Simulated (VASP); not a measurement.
# Ru (P6_3/mmc) in VASP: a series of runs

One crystal, Ru, is run at these levels: PBEsol; tasks: single point.

Program: VASP 6.6.1. These are calculated values, not measurements. Logs are shortened: lines on timing, memory, paths and dates and some standing lists are left out, and cuts for length are marked.

**1. The undisturbed crystal**

It takes space group P6_3/mmc (No. 194, hexagonal). Conventional cell: a = 2.706 Å, b = 2.706 Å, c = 4.282 Å, α = 90.00°, β = 90.00°, γ = 120.00°. Ru (site symmetry -6m2) has 12 Ru at 2.65 to 2.71 Å as nearest neighbours.

**2. Single point, PBEsol (grid = ENCUT=400 dk=0.9 cell=2x2x1 ISMEAR=1 SIGMA=0.1 LREAL=Auto EDIFF=1e-06)**

Input file INCAR:

```
SYSTEM = Ru
ALGO = Fast
EDIFF = 1E-6
ENCUT = 400
GGA = PS
ISIF = 2
ISMEAR = 1
LASPH = .True.
LCHARG = .False.
LREAL = Auto
LWAVE = .False.
NBANDS = 64
NELM = 120
PREC = Accurate
SIGMA = 0.1
```

Input file KPOINTS:

```
k-points
0
Gamma
  2 2 2
  0 0 0
```

Input file POSCAR:

```
Ru
1.0
    5.4116000000      0.0000000000      0.0000000000
   -2.7058000000      4.6865830752      0.0000000000
    0.0000000000      0.0000000000      4.2819000000
Ru
8
Direct
    0.3333333334      0.1666666666      0.7500000000
    0.3333333334      0.6666666666      0.7500000000
    0.8333333333      0.1666666666      0.7500000000
    0.8333333333      0.6666666666      0.7500000000
    0.1666666666      0.3333333334      0.2500000000
    0.1666666666      0.8333333333      0.2500000000
    0.6666666666      0.3333333334      0.2500000000
    0.6666666666      0.8333333333      0.2500000000
```

Potentials or basis: VASP PAW PBE potentials, release 64 (Ru_pv).

Command:

```console
cat potpaw_PBE.64/Ru_pv/POTCAR > POTCAR
mpirun -np 1 vasp_std > vasp.out
```

OUTCAR:

```text
SYSTEM = Ru
   EDIFF = 1E-6
   ENCUT = 400
   GGA = PS
   ISIF = 2
   ISMEAR = 1
   LASPH = .True.
   LREAL = Auto
   NELM = 120
   PREC = Accurate

 Found      4 irreducible k-points:

 Following reciprocal coordinates:
            Coordinates               Weight
  0.000000  0.000000  0.000000      1.000000
  0.500000  0.000000  0.000000      3.000000
  0.000000  0.000000  0.500000      1.000000
  0.500000  0.000000  0.500000      3.000000
   k-points           NKPTS =      4   k-points in BZ     NKDIM =      4   number of bands    NBANDS=     64
   number of dos      NEDOS =    301   number of ions     NIONS =      8
   total plane-waves  NPLWV =  36288
   dimension x,y,z NGX =    36 NGY =   36 NGZ =   28
   dimension x,y,z NGXF=    72 NGYF=   72 NGZF=   56
   ions per type =               8
   NGX,Y,Z   is equivalent  to a cutoff of  11.06, 11.06, 10.87 a.u.
   NGXF,Y,Z  is equivalent  to a cutoff of  22.12, 22.12, 21.74 a.u.
 SYSTEM =  Ru
   PREC   = accura    normal or accurate (medium, high low for compatibility)
   ISTART =      0    job   : 0-new  1-cont  2-samecut
   ICHARG =      2    charge: 1-file 2-atom 10-const
   ISPIN  =      1    spin polarized calculation?
   LNONCOLLINEAR =      F non collinear calculations
   LSORBIT =      F    spin-orbit coupling
   LASPH  =      T    aspherical Exc in radial PAW
   ENCUT  =  400.0 eV  29.40 Ry    5.42 a.u.   8.82  8.82  6.98*2*pi/ulx,y,z
   NELM   =    120;   NELMIN=  2; NELMDL= -5     # of ELM steps
   EDIFF  = 0.1E-05   stopping-criterion for ELM
   LREAL  =      T    real-space projection
   EDIFFG = 0.1E-04   stopping-criterion for IOM
   NSW    =      0    number of steps for IOM
   IBRION =     -1    ionic relax: 0-MD 1-quasi-New 2-CG
   NFREE  =      0    steps in history (QN), initial steepest desc. (CG)
   ISIF   =      2    stress and relaxation
   ISYM   =      2    0-nonsym 1-usesym 2-fastsym
   POTIM  = 0.5000    time-step for ionic-motion
   TEBEG  =    0.0;   TEEND  =   0.0 temperature during run
   PSTRESS=    0.0 pullay stress
   NELECT =     112.0000    total number of electrons
   NUPDOWN=      -1.0000    fix difference up-down
   EMIN   =  10.00;   EMAX   =-10.00  energy-range for DOS
   EFERMI =   0.00;   METHOD = LEGACY
   ISMEAR =     1;   SIGMA  =   0.10  broadening in eV -4-tet -1-fermi 0-gaus
   EFERMI_NEDOS =   21; number of points for ismear=-14 and -15
   IALGO  =     68    algorithm
   IMIX   =      4    mixing-type and parameters
     AMIX     =   0.40;   BMIX     =  1.00
     AMIX_MAG =   1.60;   BMIX_MAG =  1.00
  volume/ion in A,a.u.               =      13.57        91.61
  Fermi-wavevector in a.u.,A,eV,Ry     =   1.654022  3.125649 37.222674  2.735789
  Thomas-Fermi vector in A             =   2.742361
   LORBIT       =      0    0 simple, 1 ext, 2 COOP (PROOUT), +10 PAW based schemes
   GGA     = PS    functional components
   LHFCALC =     F    Hartree Fock is set to
   AEXX    =    0.0000 exact exchange contribution
   IVDW    =     0    specifies the selected vdW correction
   LEPSILON=     F    determine dielectric tensor
   LRPA    =     F    only Hartree local field effects (RPA)
 non-spin polarized calculation
 RMM-DIIS sequential band-by-band and
 Methfessel and Paxton  Order N= 1 SIGMA  =   0.10
  energy-cutoff  :      400.00
  volume of cell :      108.60
 maximum number of plane-waves:      1994
 NGX is ok and might be reduce to    36
   NGX = 17   NGY = 17   NGZ = 13

 number of electron     112.0000028 magnetization

 Free energy of the ion-electron system (eV)
  ---------------------------------------------------
  ext. energy  EPLUGINS =         0.00000000
  ---------------------------------------------------
  free energy    TOTEN  =       -82.79472048 eV

  energy without entropy =      -82.77606764  energy(sigma->0) =      -82.78850286

 E-fermi :  12.8185     XC(G=0): -14.2693

 val. band max:       12.4708217249   @ k =   0.5000   0.0000   0.0000
 cond. band min:      12.8385979073   @ k =   0.5000   0.0000   0.0000
 fundamental gap:      0.3677761824
 Fermi energy:        12.8184603557

 k-point     1 :       0.0000    0.0000    0.0000
  band No.  band energies     occupation
      1     -30.9013      2.00000
      2     -30.5972      2.00000
      3     -30.5972      2.00000
      4     -30.5972      2.00000
      5     -30.4154      2.00000
      6     -30.4154      2.00000
[... 56 lines left out ...]
     63      14.6804     -0.00000
     64      14.6828     -0.00000

 k-point     2 :       0.5000    0.0000    0.0000
  band No.  band energies     occupation
      1     -30.7064      2.00000
      2     -30.7064      2.00000
      3     -30.4384      2.00000
      4     -30.4384      2.00000
      5     -30.4194      2.00000
      6     -30.4194      2.00000
[... 56 lines left out ...]
     63      14.3049     -0.00000
     64      14.3056     -0.00000

 k-point     3 :       0.0000    0.0000    0.5000
  band No.  band energies     occupation
      1     -30.7143      2.00000
      2     -30.7143      2.00000
      3     -30.7143      2.00000
      4     -30.7143      2.00000
      5     -30.7143      2.00000
      6     -30.7143      2.00000
[... 56 lines left out ...]
     63      14.5161     -0.00000
     64      14.5161     -0.00000

 k-point     4 :       0.5000    0.0000    0.5000
  band No.  band energies     occupation
      1     -30.6046      2.00000
      2     -30.6046      2.00000
      3     -30.6046      2.00000
      4     -30.6046      2.00000
      5     -30.4576      2.00000
      6     -30.4576      2.00000
[... 56 lines left out ...]
     63      14.4305     -0.00000
     64      14.4305     -0.00000

------------------------ aborting loop because EDIFF is reached ----------------------------------------

  FORCE on cell =-STRESS in cart. coord.  units (eV):
  Direction    XX          YY          ZZ          XY          YZ          ZX
  --------------------------------------------------------------------------------------
  -------------------------------------------------------------------------------------
  Total       -5.7601938     -5.7601938    -10.6244467      0.0000000     -0.0000000      0.0000000
  in kB      -84.9824311    -84.9824311   -156.7466889      0.0000000     -0.0000000      0.0000000
  external PRESSURE =    -108.9038504 kB  Pullay stress =       0.0000000 kB

 VOLUME and BASIS-vectors are now :
 -----------------------------------------------------------------------------
  energy-cutoff  :      400.00
  volume of cell :      108.60
      direct lattice vectors                 reciprocal lattice vectors
     5.411600000  0.000000000  0.000000000     0.184788233  0.106687536  0.000000000
    -2.705800000  4.686583075  0.000000000     0.000000000  0.213375072  0.000000000
     0.000000000  0.000000000  4.281900000     0.000000000  0.000000000  0.233541185

 POSITION                                       TOTAL-FORCE (eV/Angst)
 -----------------------------------------------------------------------------------
      1.35290      0.78110      3.21143        -0.000000      0.000000      0.000000
      0.00000      3.12439      3.21143        -0.000000      0.000000      0.000000
      4.05870      0.78110      3.21143         0.000000      0.000000     -0.000000
      2.70580      3.12439      3.21143        -0.000000      0.000000     -0.000000
     -0.00000      1.56219      1.07048        -0.000000     -0.000000     -0.000000
     -1.35290      3.90549      1.07048        -0.000000     -0.000000     -0.000000
      2.70580      1.56219      1.07048         0.000000     -0.000000      0.000000
      1.35290      3.90549      1.07048         0.000000     -0.000000     -0.000000
 -----------------------------------------------------------------------------------
    total drift:                                0.000001      0.000001      0.000000

  FREE ENERGIE OF THE ION-ELECTRON SYSTEM (eV)
  ---------------------------------------------------
  free  energy   TOTEN  =       -82.7947204787 eV

  energy  without entropy=      -82.7760676356  energy(sigma->0) =      -82.78850286
```

Wall time 17 s (1 thread of Intel Xeon 6975P-C (Granite Rapids), shared host); peak memory 0.18 GiB.

These settings aren't checked as converged: the numbers below hold their error.

Results:

| Property | Result |
| --- | --- |
| Free energy | -82.7947 eV |
| Pressure | -10.9 GPa |
| Band gap on the k mesh | none (metal or under the smearing width) |

Caveat: the k mesh is coarse (spacing up to 0.73 Å⁻¹), so the values aren't converged; the PAW data sets were made with another functional, which shifts forces and pressure a little.

**3. Single point, PBEsol (grid = ENCUT=400 dk=0.6 cell=2x2x1 ISMEAR=1 SIGMA=0.1 LREAL=Auto EDIFF=1e-06)**

INCAR is that of step 2.

Input file KPOINTS:

```
k-points
0
Gamma
  3 3 3
  0 0 0
```

POSCAR is that of step 2.

Potentials or basis: VASP PAW PBE potentials, release 64 (Ru_pv).

Command:

```console
cat potpaw_PBE.64/Ru_pv/POTCAR > POTCAR
mpirun -np 1 vasp_std > vasp.out
```

Wall time 25 s (1 thread of Intel Xeon 6975P-C (Granite Rapids), shared host); peak memory 0.18 GiB.

These settings aren't checked as converged: the numbers below hold their error.

Results:

* Free energy: -81.0164 eV
* Pressure: -6.5 GPa
* Band gap on the k mesh: none (metal or under the smearing width)

Caveat: the k mesh is coarse (spacing up to 0.49 Å⁻¹), so the values aren't converged; the PAW data sets were made with another functional, which shifts forces and pressure a little.

**4. The reference run**

An earlier run on the cell as given: functional PBE; potentials or basis VASP PAW PBE potentials, release 64 (Ru_pv); cutoff 520 eV; k mesh 11 × 11 × 6; occupations fermi-dirac, width 0.05 eV; no spin polarisation.

- Pressure: 4.5 GPa
- Band gap on the k mesh: none (metal or under the smearing width)
